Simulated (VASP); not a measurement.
# Se (R-3m) in VASP: notebook, part 2 of 2

VASP 6.6.1.

**4. Relaxation of cell and atoms, PBEsol, target pressure 0.0001 GPa, at which the enthalpy is minimised**

This run uses another cell than the first one, of 15.98 Å³/atom, 1.188 times its volume.

INCAR

```
SYSTEM = Se
  ALGO = Normal
  EDIFF = 1E-7
  EDIFFG = -0.15
  ENCUT = 520
  GGA = PS
  IBRION = 2
  ISIF = 3
  ISMEAR = 0
  LASPH = .True.
  LCHARG = .False.
  LREAL = .False.
  LWAVE = .False.
  NELM = 100
  NSW = 80
  PREC = Accurate
  PSTRESS = 0.001
  SIGMA = 0.1
```

KPOINTS

```
k-points
0
Gamma
  21 21 21
  0 0 0
```

POSCAR

```
Se                                      
1.0
    2.0399504957      1.1777660013      1.1082188978
   -2.0399504957      1.1777660013      1.1082188978
    0.0000000000     -2.3555320024      1.1082188978
  Se            
     1
Direct
     0.0000000000000000    0.0000000000000000    0.0000000000000000
```

Potentials or basis: VASP PAW PBE potentials, release 64 (Se).

Launch:

```bash
> cat potpaw_PBE.64/Se/POTCAR > POTCAR
> mpirun -np 1 vasp_std > vasp.out
```

OUTCAR:

```text
SYSTEM = Se
   EDIFF = 1E-7
   EDIFFG = -0.15
   ENCUT = 520
   GGA = PS
   IBRION = 2
   ISIF = 3
   ISMEAR = 0
   LASPH = .True.
   LREAL = .False.
   NELM = 100
   NSW = 80
   PREC = Accurate
   PSTRESS = 0.001

 ion  position               nearest neighbor table
   1  0.000  0.000  0.000-

  LATTYP: Found a trigonal (rhomboedric) cell.
 ALAT       =     2.6032056976
 COS(alpha) =    -0.2281524533

  Lattice vectors:

 A1 = (   2.0399504957,   1.1777660013,   1.1082188978)
 A2 = (  -2.0399504957,   1.1777660013,   1.1082188978)
 A3 = (   0.0000000000,  -2.3555320024,   1.1082188978)

Analysis of symmetry for initial positions (statically):
=====================================================================
 Subroutine PRICEL returns:
 Original cell was already a primitive cell.

 Routine SETGRP: Setting up the symmetry group for a
 trigonal (rhombohedral) supercell.

 Subroutine GETGRP returns: Found 12 space group operations
 (whereof 12 operations were pure point group operations)
 out of a pool of 12 trial point group operations.

The static configuration has the point symmetry D_3d.

Analysis of symmetry for dynamics (positions and initial velocities):
[... 137 lines left out ...]
   IVDW    =     0    specifies the selected vdW correction
   LEPSILON=     F    determine dielectric tensor
   LRPA    =     F    only Hartree local field effects (RPA)
 conjugate gradient relaxation of ions
 non-spin polarized calculation
 Gauss-broadening in eV      SIGMA  =   0.10
  energy-cutoff  :      520.00
  volume of cell :       15.98
 maximum number of plane-waves:       448
   NGX =  9   NGY =  9   NGZ =  9

--------------------------------------- Ionic step        1  -------------------------------------------

 number of electron       6.0000001 magnetization

 Free energy of the ion-electron system (eV)
  ---------------------------------------------------
  ext. energy  EPLUGINS =         0.00000000
  ---------------------------------------------------
  free energy    TOTEN  =        -3.31121492 eV

  energy without entropy =       -3.30862187  energy(sigma->0) =       -3.30991840

------------------------ aborting loop because EDIFF is reached ----------------------------------------

  FORCE on cell =-STRESS in cart. coord.  units (eV):
  Direction    XX          YY          ZZ          XY          YZ          ZX
  --------------------------------------------------------------------------------------
  -------------------------------------------------------------------------------------
  Total        3.0710901      3.0710903      3.1291144      0.0000000      0.0000000      0.0000000
  in kB      307.9978583    307.9978758    313.8170796      0.0000000      0.0000000      0.0000000
  external PRESSURE =     309.9366046 kB  Pullay stress =       0.0010000 kB
[... 781 lines left out ...]
--------------------------------------- Ionic step        9  -------------------------------------------

 number of electron       6.0000000 magnetization

 Free energy of the ion-electron system (eV)
  ---------------------------------------------------
  ext. energy  EPLUGINS =         0.00000000
  ---------------------------------------------------
  free energy    TOTEN  =        -3.75697268 eV

  energy without entropy =       -3.75486847  energy(sigma->0) =       -3.75592057

 E-fermi :   5.1239     XC(G=0): -10.2807

 val. band max:        5.1151469621   @ k =  -0.2857   0.1429   0.1429
 cond. band min:       5.1288446799   @ k =  -0.4286  -0.4762   0.2381
 fundamental gap:      0.0136977178
 Fermi energy:         5.1238970780
[... 272 lines left out ...]
  energy  without entropy=       -3.7548684697  energy(sigma->0) =       -3.75592057

  enthalpy is  TOTEN    =        -3.7569591891 eV   P V=        0.0000134896

 reached required accuracy - stopping structural energy minimisation
```

Wall time 2.5 min (1 thread of Intel Xeon 6975P-C (Granite Rapids), shared host); peak memory 0.22 GiB.

What came out:

| Item | Value |
| --- | --- |
| Free energy | -3.7570 eV |
| Relaxed volume | 21.61 Å³/atom |
| Relaxed cell | a = 2.786 Å, b = 2.786 Å, c = 2.786 Å, α = 88.64°, β = 88.64°, γ = 88.64° |
| Space group after relaxing (to 0.05 Å) | R-3m (No. 166) |
| Energy change on relaxing (the enthalpy is what falls) | -445.8 meV/atom |
| Ionic steps | 9 |
| Pressure after relaxing | 0.1 GPa |
| Band gap on the k mesh | none (metal or under the smearing width) |

Stress tensor (GPa, compression positive):
```
 0.28  0.00  0.00
 0.00  0.28  0.00
 0.00  0.00 -0.40
```

Step by step:
```csv
step,energy change (eV),largest force (eV/Å),pressure (GPa),volume (Å³)
1,0.0000,0.0000,30.99,15.98
2,-0.1539,0.0000,-10.54,24.24
3,-0.3191,0.0000,-0.28,20.07
4,-0.3192,0.0000,0.09,19.99
5,-0.3632,0.0000,0.11,20.29
6,-0.4197,0.0000,0.87,20.85
7,-0.4447,0.0000,1.25,21.31
8,-0.4350,0.0000,-3.25,22.59
9,-0.4458,0.0000,0.05,21.61
```

Final structure:
```yaml
crystal:
  lattice:
    - [1.94666, 1.12391, 1.64641]
    - [-1.94666, 1.12391, 1.64641]
    - [0.00000, -2.24781, 1.64641]
  atoms:
    - { symbol: Se, position: [0.00000, 0.00000, 0.00000] }
```

Levels at points of the mesh, in eV from the Fermi level:
```csv
k point,band 1,band 2,band 3,band 4,band 5,band 6
"(0.00, 0.00, 0.00)",-16.45,1.40,1.40,1.59,7.67,7.67
```

Caveat: the cell is relaxed towards a set pressure, so the enthalpy falls and the energy may rise; the volume moved by over 15 % at a fixed basis, so the end points are rough; the PAW data sets were made with another functional, which shifts forces and pressure a little; the relaxation stopped at a loose force limit of 0.15 eV/Å, so its end isn't a converged minimum. Zero-point motion and thermal expansion aren't in these numbers.

**5. Relaxation of cell and atoms, PBEsol, target pressure 0.0001 GPa, at which the enthalpy is minimised**

This run uses another cell than the first one, of 21.61 Å³/atom, 1.607 times its volume.

INCAR is that of step 4.

KPOINTS is that of step 4.

POSCAR

```
Se                                      
1.0
    1.9466636943      1.1239068345      1.6464099957
   -1.9466636943      1.1239068345      1.6464099957
    0.0000000000     -2.2478136687      1.6464099956
  Se            
     1
Direct
     1.0000000000000000    0.0000000000000000    0.0000000000000000
```

Launch:

```bash
> cat potpaw_PBE.64/Se/POTCAR > POTCAR
> mpirun -np 1 vasp_std > vasp.out
```

Wall time 26 s (1 thread of Intel Xeon 6975P-C (Granite Rapids), shared host); peak memory 0.25 GiB.

The run converged. Its results:

- Free energy: -3.7590 eV
- Pressure after relaxing: 0.1 GPa
- Band gap on the k mesh: none (metal or under the smearing width)

Stress tensor (GPa, compression positive):
```
 0.29  0.00  0.00
 0.00  0.29  0.00
 0.00  0.00 -0.32
```

Final structure:
```
CELL_PARAMETERS angstrom
1.94666 1.12391 1.64641
-1.94666 1.12391 1.64641
0.00000 -2.24781 1.64641
ATOMIC_POSITIONS crystal
Se 0.00000 0.00000 0.00000
```

Levels at points of the mesh, in eV from the Fermi level:
```csv
k point,band 1,band 2,band 3,band 4,band 5,band 6,band 7
"(0.00, 0.00, 0.00)",-16.45,1.40,1.40,1.59,7.67,7.67,7.91
```

Caveat: the relaxation stopped at its first step, so nothing moved; the cell is relaxed towards a set pressure, so the enthalpy falls and the energy may rise; the PAW data sets were made with another functional, which shifts forces and pressure a little; the relaxation stopped at a loose force limit of 0.15 eV/Å, so its end isn't a converged minimum.
